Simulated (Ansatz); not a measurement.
# SiC16: the cost of one run

Program: Ansatz 0.2.0. Level of theory: DFT PBE+D3(BJ), scalar-relativistic, plane waves, PAW. These are calculated values, not measurements.

1 further run of the same task is left out (set aside as unsound or not needed).

## 1. The starting structure

The structure is triclinic, space group P1 (No. 1). Conventional cell: a = 4.422 Å, b = 4.930 Å, c = 22.694 Å, α = 90.00°, β = 90.00°, γ = 90.00°. Around C (site symmetry 1) lie 2 C at 1.42 Å. C (site symmetry 1) has 3 C at 1.42 Å as nearest neighbours. C (site symmetry 1) is surrounded by 3 C at 1.42 to 1.44 Å. Only part of the 17 independent sites is listed.

Structure file:

```
C Si
1.0
     4.92987    0.00000    0.00000
     0.00000    4.42243    0.00000
     0.00000    0.00000   22.69375
C Si
16 1
Direct
  0.25000 0.41553 0.17626
  0.75000 0.41553 0.17626
  0.00000 0.51956 0.20018
  0.50000 0.51956 0.20018
  0.00000 0.72722 0.24809
  0.50000 0.72722 0.24809
  0.25000 0.83125 0.27201
  0.75000 0.83125 0.27201
  0.25000 0.04421 0.31987
  0.75000 0.04421 0.31987
  0.00000 0.15008 0.34260
  0.50000 0.15008 0.34260
  0.00000 0.37798 0.39006
  0.50000 0.37798 0.39006
  0.25000 0.47642 0.40953
  0.75000 0.47642 0.40953
  0.33333 0.47642 0.51969
```

This is the geometry of the first run shown, built on a cell relaxed beforehand with the same method.

## 2. Plan of the line

Atoms count from 1 in the order of the input.

Si is moved over the surface cell at a fixed height above a rigid substrate; the origin of the map has the adsorbate above C15; the height is held at 2.50 Å.

- position of Si17 along the first surface vector, from above C15: 6 values from 0.000 to 0.833, periodic
- position of Si17 along the second surface vector, from above C15: 6 values from 0.000 to 0.833, periodic

Nothing else is relaxed. Points are written as (first, second).

The two vectors of the plane (Å): (2.465, 0.000, 0.000); (0.000, 4.422, 0.000).

## 3. Grid point (1/6, 0/6) of the map's two axes

A dipole layer in the vacuum cancels the field that periodic copies would set up if the slab's two faces differ.

Contents of input.yaml:

```yaml
crystal:
  lattice:
    - [4.9298676323, 0.0, 0.0]
    - [0.0, 4.4224271195, 0.0]
    - [0.0, 0.0, 22.693749791]
  atoms:
    - { symbol: C, position: [0.25, 0.4155274488, 0.1762599851] }
    - { symbol: C, position: [0.75, 0.4155274488, 0.1762599851] }
    - { symbol: C, position: [0.0, 0.519558491, 0.2001803947] }
    - { symbol: C, position: [0.5, 0.519558491, 0.2001803947] }
    - { symbol: C, position: [0.0, 0.7272227621, 0.2480852155] }
    - { symbol: C, position: [0.5, 0.7272227621, 0.2480852155] }
    - { symbol: C, position: [0.25, 0.8312538043, 0.2720056251] }
    - { symbol: C, position: [0.75, 0.8312538043, 0.2720056251] }
    - { symbol: C, position: [0.25, 0.0442051686, 0.3198734326] }
    - { symbol: C, position: [0.75, 0.0442051686, 0.3198734326] }
    - { symbol: C, position: [0.0, 0.1500808487, 0.3425973485] }
    - { symbol: C, position: [0.5, 0.1500808487, 0.3425973485] }
    - { symbol: C, position: [0.0, 0.3779776253, 0.3900566375] }
    - { symbol: C, position: [0.5, 0.3779776253, 0.3900566375] }
    - { symbol: C, position: [0.25, 0.4764186278, 0.4095290499] }
    - { symbol: C, position: [0.75, 0.4764186278, 0.4095290499] }
    - { symbol: Si, position: [0.3333333333, 0.4764186278, 0.5196915406], spin: 2.0 }
basis:
  ecutwfc: 420
kpoints:
  mp_grid: { grid: [6, 6, 1] }
hamiltonian:
  xc: pbe
  pseudopotentials: { kind: paw, azcp: { folder: soft_1 } }
  dispersion: d3bj
scf:
  occupations: { method: gaussian, width: 0.05 }
output:
  forces: true
  eigenvalues: true
  populations: true
magnetization:
  spin_polarized: true
efield:
  axis: 3
  dipole_correction: true
  ramp_width: 0.04
```

Command:

```console
> ansatz run input.yaml --threads 2 --pin off --max-ram 6144MiB --backend cpu --events-out ev --progress --plain --runs-dir out
```

Q: Estimate wall time and peak memory on 2 threads of AMD EPYC 9R45 (Zen 5), shared host.

About 49 s, with a peak of 1.2 GiB.
